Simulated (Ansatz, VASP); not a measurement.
Au: VASP beside Ansatz

Contents of INCAR:

```
SYSTEM = Au
ALGO     = Fast           ! electronic algorithm
EDIFF    = 1E-7           ! SCF threshold, eV
ENCUT    = 520            ! plane-wave cutoff, eV
GGA      = RE             ! functional
ISIF     = 2              ! what is computed and relaxed
ISMEAR   = -1             ! smearing method
LASPH    = .True.         ! aspherical terms in the spheres
LCHARG   = .False.        ! write CHGCAR
LREAL    = .False.        ! projectors in reciprocal space
LWAVE    = .False.        ! write WAVECAR
NBANDS   = 12             ! bands
NELM     = 80             ! most SCF steps
PREC     = Accurate       ! precision mode
SIGMA    = 0.05           ! smearing width, eV
```

Contents of KPOINTS:

```
k-points
0
Gamma
  6 6 6
  0 0 0
```

The input POSCAR:

```
Au
1.0
    0.0000000000      2.0350000000      2.0350000000
    2.0350000000      0.0000000000      2.0350000000
    2.0350000000      2.0350000000      0.0000000000
Au
1
Direct
    0.0000000000      0.0000000000      0.0000000000
```

The input input.yaml:

```yaml
crystal:
  lattice:
    - [0.0, 2.035, 2.035]
    - [2.035, 0.0, 2.035]
    - [2.035, 2.035, 0.0]
  atoms:
    - { symbol: Au, position: [0.0, 0.0, 0.0] }
hamiltonian:
  xc: revpbe
  pseudopotentials: { kind: paw }
kpoints:
  mp_grid: { grid: [6, 6, 6] }
  band_path:
    path:
      - [[0.0, 0.0, 0.0], [0.5, 0.0, 0.5], [0.5, 0.25, 0.75], [0.375, 0.375, 0.75], [0.0, 0.0, 0.0], [0.5, 0.5, 0.5], [0.625, 0.25, 0.625], [0.5, 0.25, 0.75], [0.5, 0.5, 0.5], [0.375, 0.375, 0.75]]
      - [[0.625, 0.25, 0.625], [0.5, 0.0, 0.5]]
    npoints: 14
scf:
  occupations: { method: fermi_dirac, width: 0.05 }
  n_extra_bands: 6
output:
  forces: true
  stress: true
  eigenvalues: true
  fatbands: true
```

Alike in both runs: functional revPBE; k mesh 6 × 6 × 6; occupations fermi-dirac, width 0.05 eV; no spin polarisation.

|  | VASP | Ansatz |
| --- | --- | --- |
| version | VASP 6.6.1 | Ansatz 0.2.0 |
| potentials or method | VASP PAW PBE potentials, release 64 (Au) | Ansatz PAW |
| plane-wave cutoff (eV) | 520 | 420 |
| valence electrons in the cell | 11 | 19 |
| task | single point | band structure |

|  | VASP | Ansatz | Ansatz less VASP |
| --- | --- | --- | --- |
| gap on the k mesh at the Fermi level (eV) | none | none | - |
| pressure (GPa) | 15.1 | 15.1 | +0.09 |

A gap of «none» marks a metal or a gap that the smearing closes. The two sets of potentials don't hold the same shells in valence.

Caveats: the k mesh is coarse (spacing up to 0.45 Å⁻¹), so the values aren't converged; so large a pressure means that the cell lies far from this level's equilibrium, or that cutoff or potentials fall short (VASP); the potentials were made for another functional, which shifts forces and pressure (VASP); spin-orbit coupling is left out, which moves the levels of the heavy elements (Ansatz); the PAW data sets come from PBE, with cores solved anew for the run's functional, which leaves a small shift of forces and pressure (Ansatz). The runs have no spin-orbit coupling, so splittings on Au are missing.
